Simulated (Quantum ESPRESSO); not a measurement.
A run of Quantum ESPRESSO 7.5 is set up as follows.

The input pw.in:

```
&CONTROL
  calculation = 'scf'
  prefix = 'pwscf'
  outdir = './tmp'
  pseudo_dir = './pseudo'
  tprnfor = .true.
  tstress = .true.
  disk_io = 'low'
/
&SYSTEM
  ibrav = 0
  A = 4.30253263
  nat = 1
  ntyp = 1
  ecutwfc = 68
  nbnd = 10
  input_dft = 'XC-000I-000I-120L-135L-000I-000I'
  occupations = 'smearing'
  smearing = 'fd'
  degauss = 0.00367493
/
&ELECTRONS
  conv_thr = 2d-10
  electron_maxstep = 120
  mixing_beta = 0.5
/
ATOMIC_SPECIES
Sr    87.6200 Sr_ONCV_PBE-1.2.upf
CELL_PARAMETERS alat
   0.0000000000    0.7071067814    0.7071067814
   0.7071067814    0.0000000000    0.7071067814
   0.7071067814    0.7071067814    0.0000000000
ATOMIC_POSITIONS alat
Sr     0.0000000000    0.0000000000    0.0000000000
K_POINTS automatic
8 8 8 0 0 0
```

Contents of pp_density.in:

```
&INPUTPP
  prefix = 'pwscf'
  outdir = './tmp'
  filplot = 'density.dat'
  plot_num = 0
/
&PLOT
  nfile = 1
  filepp(1) = 'density.dat'
  iflag = 3
  output_format = 6
  fileout = 'density.cube'
/
```

File pp_potential.in:

```
&INPUTPP
  prefix = 'pwscf'
  outdir = './tmp'
  filplot = 'potential.dat'
  plot_num = 11
/
&PLOT
  nfile = 1
  filepp(1) = 'potential.dat'
  iflag = 3
  output_format = 6
  fileout = 'potential.cube'
/
```

File pp_elf.in:

```
&INPUTPP
  prefix = 'pwscf'
  outdir = './tmp'
  filplot = 'elf.dat'
  plot_num = 8
/
&PLOT
  nfile = 1
  filepp(1) = 'elf.dat'
  iflag = 3
  output_format = 6
  fileout = 'elf.cube'
/
```

File bands.in:

```
&CONTROL
  calculation = 'bands'
  prefix = 'pwscf'
  outdir = './tmp'
  pseudo_dir = './pseudo'
  disk_io = 'low'
  verbosity = 'high'
/
&SYSTEM
  ibrav = 0
  A = 4.30253263
  nat = 1
  ntyp = 1
  ecutwfc = 68
  nbnd = 10
  input_dft = 'XC-000I-000I-120L-135L-000I-000I'
  occupations = 'smearing'
  smearing = 'fd'
  degauss = 0.00367493
/
&ELECTRONS
  conv_thr = 1d-08
  electron_maxstep = 120
  mixing_beta = 0.5
  diago_full_acc = .true.
  startingwfc = 'random'
/
ATOMIC_SPECIES
Sr    87.6200 Sr_ONCV_PBE-1.2.upf
CELL_PARAMETERS alat
   0.0000000000    0.7071067814    0.7071067814
   0.7071067814    0.0000000000    0.7071067814
   0.7071067814    0.7071067814    0.0000000000
ATOMIC_POSITIONS alat
Sr     0.0000000000    0.0000000000    0.0000000000
K_POINTS crystal
60
 0.0000000000  0.0000000000  0.0000000000 1
 0.0625000000  0.0000000000  0.0625000000 1
 0.1250000000  0.0000000000  0.1250000000 1
 0.1875000000  0.0000000000  0.1875000000 1
 0.2500000000  0.0000000000  0.2500000000 1
 0.3125000000  0.0000000000  0.3125000000 1
 0.3750000000  0.0000000000  0.3750000000 1
 0.4375000000  0.0000000000  0.4375000000 1
 0.5000000000  0.0000000000  0.5000000000 1
 0.5000000000  0.0625000000  0.5625000000 1
 0.5000000000  0.1250000000  0.6250000000 1
 0.5000000000  0.1875000000  0.6875000000 1
 0.5000000000  0.2500000000  0.7500000000 1
 0.4375000000  0.3125000000  0.7500000000 1
 0.3750000000  0.3750000000  0.7500000000 1
 0.3375000000  0.3375000000  0.6750000000 1
 0.3000000000  0.3000000000  0.6000000000 1
 0.2625000000  0.2625000000  0.5250000000 1
 0.2250000000  0.2250000000  0.4500000000 1
 0.1875000000  0.1875000000  0.3750000000 1
 0.1500000000  0.1500000000  0.3000000000 1
 0.1125000000  0.1125000000  0.2250000000 1
 0.0750000000  0.0750000000  0.1500000000 1
 0.0375000000  0.0375000000  0.0750000000 1
 0.0000000000  0.0000000000  0.0000000000 1
 0.0625000000  0.0625000000  0.0625000000 1
 0.1250000000  0.1250000000  0.1250000000 1
 0.1875000000  0.1875000000  0.1875000000 1
 0.2500000000  0.2500000000  0.2500000000 1
 0.3125000000  0.3125000000  0.3125000000 1
 0.3750000000  0.3750000000  0.3750000000 1
 0.4375000000  0.4375000000  0.4375000000 1
 0.5000000000  0.5000000000  0.5000000000 1
 0.5250000000  0.4500000000  0.5250000000 1
 0.5500000000  0.4000000000  0.5500000000 1
 0.5750000000  0.3500000000  0.5750000000 1
 0.6000000000  0.3000000000  0.6000000000 1
 0.6250000000  0.2500000000  0.6250000000 1
 0.5833333333  0.2500000000  0.6666666667 1
 0.5416666667  0.2500000000  0.7083333333 1
 0.5000000000  0.2500000000  0.7500000000 1
 0.5000000000  0.2857142857  0.7142857143 1
 0.5000000000  0.3214285714  0.6785714286 1
 0.5000000000  0.3571428571  0.6428571429 1
 0.5000000000  0.3928571429  0.6071428571 1
 0.5000000000  0.4285714286  0.5714285714 1
 0.5000000000  0.4642857143  0.5357142857 1
 0.5000000000  0.5000000000  0.5000000000 1
 0.4821428571  0.4821428571  0.5357142857 1
 0.4642857143  0.4642857143  0.5714285714 1
 0.4464285714  0.4464285714  0.6071428571 1
 0.4285714286  0.4285714286  0.6428571429 1
 0.4107142857  0.4107142857  0.6785714286 1
 0.3928571429  0.3928571429  0.7142857143 1
 0.3750000000  0.3750000000  0.7500000000 1
 0.6250000000  0.2500000000  0.6250000000 1
 0.5937500000  0.1875000000  0.5937500000 1
 0.5625000000  0.1250000000  0.5625000000 1
 0.5312500000  0.0625000000  0.5312500000 1
 0.5000000000  0.0000000000  0.5000000000 1
```

Potentials or basis: SG15 PBE 1.2.

The run is started by

```console
$ OMP_NUM_THREADS=1 pw.x -in pw.in > pw.out
$ OMP_NUM_THREADS=1 pp.x -in pp_density.in > pp_density.out
$ OMP_NUM_THREADS=1 pp.x -in pp_potential.in > pp_potential.out
$ OMP_NUM_THREADS=1 pp.x -in pp_elf.in > pp_elf.out
$ OMP_NUM_THREADS=1 pw.x -in bands.in > bands.out
```

Problem. Predict the pressure.

Solution. -0.6 GPa.

Problem. Predict the band gap on the k mesh.

Solution. None (metal or under the smearing width).

Levels at the corners of the path, in eV from the Fermi level:
```csv
point,band 3,band 4,band 5,band 6,band 7,band 8
Γ,-18.37,-18.37,-3.59,2.39,2.39,2.39
X,-18.44,-18.44,-0.58,0.41,1.01,4.87
W,-18.49,-18.44,0.12,0.65,0.65,2.24
K,-18.48,-18.43,-0.04,0.27,0.83,3.43
Γ,-18.37,-18.37,-3.59,2.39,2.39,2.39
L,-18.40,-18.40,-1.08,0.05,2.23,2.23
U,-18.48,-18.43,-0.04,0.27,0.83,3.43
W,-18.49,-18.44,0.12,0.65,0.65,2.24
L,-18.40,-18.40,-1.08,0.05,2.23,2.23
K,-18.48,-18.43,-0.04,0.27,0.83,3.43
U,-18.48,-18.43,-0.04,0.27,0.83,3.43
X,-18.44,-18.44,-0.58,0.41,1.01,4.87
```

Caveat: the potentials were made for another functional, which shifts forces and pressure.
